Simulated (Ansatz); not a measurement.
# BN: zone-centre modes under pressure

BN, F-43m, a = 3.625 Å. The compound has several low-lying forms, and this is one of them. Ansatz: PBE, PAW, 420 eV, Γ-centred 12×12×12 mesh on 2 atoms, fixed occupations; no spin polarisation. Cell and atoms are relaxed at each pressure with the symmetry kept; optical modes at Γ by linear response, in cm⁻¹, the highest, without the LO field.

```tsv
P (GPa)	V (Å³/atom)	ω1
0	5.953	1026.5
7	5.846	1049.9
18	5.693	1084.4
35	5.489	?
```

Problem. Get the mode's Grüneisen parameter γ = −d ln ω/d ln V from the other rows and predict the missing frequency.

Solution. ln(V/V0) = 0.0000, -0.0181, -0.0447, -0.0811; a line through ln(ω/ω0) of the 3 known rows gives ω1: γ = 1.227 (intercept 0.0001), predicted 1134.0, computed 1133.5. The miss is 0.0 %, or 1 % of the shift under pressure, so a constant γ serves at that level.